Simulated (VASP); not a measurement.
Runs of VASP 6.6.1 on TiTe2. Symmetry: P-3m1, No. 164, trigonal system. Conventional cell: a = 3.777 Å, b = 3.777 Å, c = 6.498 Å, α = 90.00°, β = 90.00°, γ = 120.00°. Te (site symmetry 3m) has 3 Ti at 2.77 Å as nearest neighbours. Ti (site symmetry -3m) has 6 Te at 2.77 Å as nearest neighbours. 

| task | level | potentials or basis | cell | k mesh | cutoff (eV) | smearing | ladder | gap on the mesh (eV) | pressure (GPa) | V0 of scaled cells (Å³/atom) | B0 (GPa) | largest force (eV/Å) |
| --- | --- | --- | --- | --- | --- | --- | --- | --- | --- | --- | --- | --- |
| single point | PBE | VASP PAW PBE potentials, release 64 (Te, Ti_sv) | as given | 8 × 8 × 4 | 520 | fermi-dirac 0.05 eV | - | none | 0.9 | - | - | 0.02 |
| equation of state | PBEsol | VASP PAW PBE potentials, release 64 (Te, Ti_sv) | as given | 8 × 8 × 4 | 520 | fermi-dirac 0.05 eV | free | - | - | 25.86 | 69 | - |
| single point | LDA | VASP PAW LDA potentials, release 64 (Te, Ti) | as given | 8 × 8 × 4 | 500 | gaussian 0.05 eV | - | none | (b) | - | - | (a) |
| relaxation of cell and atoms | LDA | VASP PAW LDA potentials, release 64 (Te, Ti_sv) | relaxed | 8 × 8 × 4 | 600 | fermi-dirac 0.05 eV | gaps | none | -0.1 | - | - | 0.01 |
| equation of state | PBE | VASP PAW PBE potentials, release 64 (Te, Ti_sv) | as given | 8 × 8 × 4 | 520 | fermi-dirac 0.05 eV | - | - | - | 27.15 | 62 | - |
| electron localisation function | PBE | VASP PAW PBE potentials, release 64 (Te, Ti_sv) | as given | 8 × 8 × 4 | 520 | gaussian 0.02 eV | - | none | 0.9 | - | - | 0.02 |
| single point | PBEsol | VASP PAW PBE potentials, release 64 (Te, Ti_sv) | as given | 8 × 8 × 4 | 520 | fermi-dirac 0.05 eV | free | none | (c) | - | - | 0.11 |

Alike in all rows: no spin polarisation.

**Question.** Estimate the missing entries.

**Answer.** (a) 0.34; (b) -4.5; (c) -2.2.

Caveats: this functional lacks dispersion, which binds the layers, so the pressure and a relaxed spacing across them are unreliable (some runs); the cell was scaled at fixed shape and fractional positions, which overstates the stiffness of a crystal with free parameters, most of all of layers and chains (some runs); the PAW data sets were made with another functional, which shifts forces and pressure a little (some runs).

A k mesh can miss the band edges, and the runs leave out spin-orbit coupling on Te.

A gap of «none» marks a metal or a gap under the smearing width.

Not every run made on this cell is shown here.
